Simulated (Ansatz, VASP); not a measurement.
# Cross-check of GaAs between VASP and Ansatz

Wanted: the spread between two codes on one cell, functional and k mesh. The cell is taken from a series of VASP runs on this material, whose earlier steps may have relaxed, scaled or displaced it; both programs get it as it stands.

Main program and level: Ansatz 0.2.0; plane waves, with VASP 6.6.1 beside it; relaxation of cell and atoms at r2SCAN with rVV10.

**1. The structure**

The structure is cubic, space group F-43m (No. 216). The conventional cell has a = 5.654 Å, b = 5.654 Å, c = 5.654 Å, α = 90.00°, β = 90.00°, γ = 90.00°. Nearest to As lie 4 Ga at 2.45 Å. Ga has 4 As at 2.45 Å nearest. Farther neighbours are not listed.

**2. Ansatz: relaxation of cell and atoms, r2SCAN with rVV10**

Ansatz runs on its default PAW (the set named soft_2) files.

The relaxed volume is the usual yardstick between codes: its relative difference is about their pressure difference at one cell divided by the bulk modulus.

File input.yaml:

```yaml
crystal:
  lattice:
    - [0.0, 2.82685, 2.82685]
    - [2.82685, 0.0, 2.82685]
    - [2.82685, 2.82685, 0.0]
  atoms:
    - { symbol: As, position: [0.75, 0.75, 0.75] }
    - { symbol: Ga, position: [0.0, 0.0, 0.0] }
hamiltonian:
  xc: r2scan
  pseudopotentials: { kind: paw }
  dispersion: rvv10
kpoints:
  mp_grid: { grid: [6, 6, 6] }
scf:
  occupations: { method: gaussian, width: 0.03 }
relax:
  f_tol: 0.01
  max_steps: 60
  cell: { stress_tol: 0.05 }
output:
  forces: true
  stress: true
```

On the command line:

```console
$ ansatz run input.yaml --threads 4 --pin off --max-ram 9216MiB --backend cpu --events-out ev --progress --plain --runs-dir out
```

Numbers of over 12 decimals in the logs are rounded to 6 here.

The log of the run:

```text
Engine: ansatz 0.2.0, aarch64-unknown-linux-gnu
Pseudopotentials: kind: paw
Pseudopotential: As, paw, valence charge 15, recommended cutoff 500 eV (meta_gga), As.paw.azcp
Pseudopotential: Ga, paw, valence charge 13, recommended cutoff 500 eV (meta_gga), Ga.paw.azcp
Functional definition: r2SCAN+rVV10
  parameter k0 = 0.174
  parameter k1 = 0.065
  parameter a1 = 4.9479
  exchange = r2scan_x(k0 = k0, k1 = k1, a1 = a1)
  correlation = r2scan_c + rvv10(11.95, 0.0093)
Crystal: 2 atoms, lattice volume = 45.179 Å³
Basis set: ecut = 500 eV, 1139 PW (Γ), exchange–correlation on 144×144×144 points (64 copies of the dense FFT grid, shifted against one another)
Bands: 18, of which v1, the nominal top of the filled ones, is band 14 counted from 1 (13 counted from 0)
Symmetry: 24 space group operations
Space group: F-43m (ITA 216), of the structure as read, at distance tolerance 3.6e-5 Å
k-points: 16 of 216 (time reversal used)
Non-local potential: As, projectors of the file, l = 0: 2, l = 1: 2, l = 2: 3, l = 3: 1
Non-local potential: Ga, projectors of the file, l = 0: 2, l = 1: 2, l = 2: 3, l = 3: 1
PAW form: soft (Blöchl's): semilocal exchange-correlation on the pseudo side does not see the compensation charge
rVV10 density: all electrons in the spheres
PAW frozen core: As, regenerated for the run's functional (the file was generated under x = pbe(κ = 0.804, μ = 0.219515), c = pbe(β = 0.066725))
PAW frozen core: Ga, regenerated for the run's functional (the file was generated under x = pbe(κ = 0.804, μ = 0.219515), c = pbe(β = 0.066725))
PAW one-centre angular grid: As, 590 points (default); XC on 160 Gauss nodes
PAW one-centre angular grid: Ga, 590 points (default); XC on 160 Gauss nodes
Initial density: superposition of atomic densities (neutral atoms: chi_scale 0, normalization atom), corrected by the library's trained network
Initial wavefunctions: pseudopotential atomic-orbital guess
Functional: x = r2scan, c = r2scan + rvv10(b = 11.95, C = 0.0093); τ floored in thin density (d = 2e-4 eV/Å³)
SCF iter   1: F=—  HF=-8653.285129 eV  |F-HF|=—  |Δ(HF+E_count)|=         —  Δρ=7.91e-3  dr2=1.03e-2  dr2_τ=4.39e-3  ethr=1.77e-3  ⟨swp⟩=5.9  Hψ=1372  notcnv=0
preconditioner: auto → none  [insulator: Δε(μ)=0.932 eV  Ē_g=16.291 eV  σ=0.030 eV  W_gap=1.00  n_scr=14 (ndim 8)  ℏωp=23.4 eV  f_vac=0.088  D(μ)=0.00/eV (n_scr^D=0)  ε∞_Penn≈3.1]
SCF iter   2: F=—  HF=-8653.295907 eV  |F-HF|=—  |Δ(HF+E_count)|=   1.08e-2  Δρ=1.80e-3  dr2=1.56e-3  dr2_τ=3.26e-5  ethr=3.67e-5  ⟨swp⟩=2.1  Hψ=706  notcnv=0
SCF iter   3: F=—  HF=-8653.295571 eV  |F-HF|=—  |Δ(HF+E_count)|=   3.36e-4  Δρ=1.60e-3  dr2=4.29e-4  dr2_τ=3.75e-6  ethr=5.58e-6  ⟨swp⟩=2.0  Hψ=496  notcnv=0
SCF iter   4: F=—  HF=-8653.295747 eV  |F-HF|=—  |Δ(HF+E_count)|=   1.76e-4  Δρ=3.46e-4  dr2=2.97e-5  dr2_τ=4.93e-7  ethr=1.53e-6  ⟨swp⟩=2.9  Hψ=530  notcnv=0
SCF iter   5: F=—  HF=-8653.295736 eV  |F-HF|=—  |Δ(HF+E_count)|=   1.13e-5  Δρ=5.47e-5  dr2=1.31e-6  dr2_τ=1.66e-8  ethr=1.06e-7  ⟨swp⟩=2.0  Hψ=512  notcnv=0
SCF iter   6: F=-8653.295735 eV  HF=-8653.295735 eV  |F-HF|=6.24e-10  |Δ(HF+E_count)|=   3.57e-7  Δρ=1.28e-5  dr2=5.58e-8  dr2_τ=2.04e-9  ethr=3.57e-10  ⟨swp⟩=3.0  Hψ=1153  notcnv=0
SCF 1 converged in 6 iterations: F = -8653.295735 eV  dr2 = 5.58e-8
  greatest PAW one-centre occupation: 0.999 electrons in one spin orbital (limit 2), on the As atom at site 0 (counted from 0), in its partial waves of l = 2
relax step   1: F+E_penalty+E_count = -8653.29573537 eV  Δ(F+E_penalty+E_count) = +0.000e0 eV  max|allowed force component| = 1.278e-16 eV/Å  Δτ_max = 0.0000 Å  P = -0.307 GPa  Ω = 45.179 Å³  (6 SCF iters, dr2 threshold 1.00e-7 eV, accepted)
[...]
relax step   2: F+E_penalty+E_count = -8653.29595037 eV  Δ(F+E_penalty+E_count) = -2.150e-4 eV  max|allowed force component| = 3.469e-17 eV/Å  Δτ_max = 0.0000 Å  P = -0.037 GPa  Ω = 45.016 Å³  energy of the carried Pulay correction = +3.947e-5 eV  (4 SCF iters, dr2 threshold 2.00e-7 eV, accepted)
[...]
relax step   3: F+E_penalty+E_count = -8653.29592968 eV  Δ(F+E_penalty+E_count) = +2.069e-5 eV  max|allowed force component| = 5.186e-17 eV/Å  Δτ_max = 0.0000 Å  P = -0.038 GPa  Ω = 45.016 Å³  stress off target by 3.80e-2 GPa  SCF on the basis re-selected at this cell (its energy is not comparable with the rows above)  (5 SCF iters)
basis re-selected at this cell: Δ(F+E_penalty+E_count) = +2.069e-5 eV, ΔP = -0.001 GPa vs the last step (what re-selecting the basis moved, of the pressure what is left beyond the Pulay correction that the steps carried, after the strain that the cell walked since its last selection, with what the two solves' SCF thresholds leave and, on support functions, any second-order correction that the steps lacked; it is no m [...]
SCF converged after 5 iterations
Free energy (F): -8653.295930 eV
Harris-Foulkes:  -8653.295930 eV  (|F-HF|=3.64e-12)
Internal energy: -8653.295930 eV  (E = F + TS)
E sigma→0 (E₀):  -8653.295930 eV
Fermi energy:    8.495533 eV
--- Per-component energies (eV) ---
  E_band       = -329.905158
  E_kinetic    = 218.626334
  E_local      = -3913.240286  (includes V_loc(G=0)·N_el)
  E_nonlocal   = -242.875274
  E_hartree    = 1974.546960
  E_xc         = -134.178458
  E_vxc        = -143.220489  (∫ρ·V_xc dr)
  E_paw        = -3852.088833  (= ΣΔE_a)
  E_vpaw       = -205.793051  (= ΣTr[D̂ρ^β])
  E_aug_tail   = -0.000016  (compensation charges beyond the density's cutoff)
  E_vtau       = 7.503820  (kinetic-family band-sum trace: ∫τ·v_τ [+ j·A + Jᵃ·Aᵃ] dr)
  E_ewald      = -2701.975878
  E_core_change = -2.110478  (= ΣΔE_core)
  E_smearing   = -0.000000  (= −TS)
  E_closure    = -0.000000  (closes the sum)
  Σ components = -8653.295930   (vs F -8653.295930, Δ=0.00e0)
--- Forces (eV/Å), atoms counted from 1 ---
  atom   1  As     0.00000000     0.00000000    -0.00000000
  atom   2  Ga     0.00000000     0.00000000     0.00000000
  max |Σ_I F_I| component: 9.98e-17 eV/Å
--- Stress (GPa, compression-positive) ---
       -0.038040       0.000000       0.000000
        0.000000      -0.038040       0.000000
        0.000000       0.000000      -0.038040
  P = ⅓ Tr σ = -0.0380 GPa (-0.380 kbar)
--- Relaxed structure (2 steps of the walk, 2 accepted, 1 SCFs on fresh bases) ---
  F+E_penalty+E_count = -8653.29592968 eV   max|allowed force component| = 5.186e-17 eV/Å   (the final SCF, on the basis selected at the relaxed cell)
  cell:  # Å, volume = 45.0164 Å³
    - [0, 2.823452, 2.823452]
    - [2.823452, 0, 2.823452]
    - [2.823452, 2.823452, 0]
  atoms:
    - { symbol: As, position: [0.75, 0.75, 0.75] }
    - { symbol: Ga, position: [0, 0, 0] }
```

Elapsed: 4.7 s, on 4 threads of Arm Neoverse V2, shared host; peak memory 0.55 GiB.

(Part 1 of 2 ends here.)

[Lines on the potential files, build, host, timing and source positions are cut from VASP's logs without a mark.]

[Logs are printed without paths, hosts, clocks, repeated set-up lines and the standing remarks that a program may print on its own settings, such as how far it seeks lower states.]

[Hosts, paths, dates, database ids (printed as entryN), source tags and the programs' standing remarks are cut or masked in the printed files.]
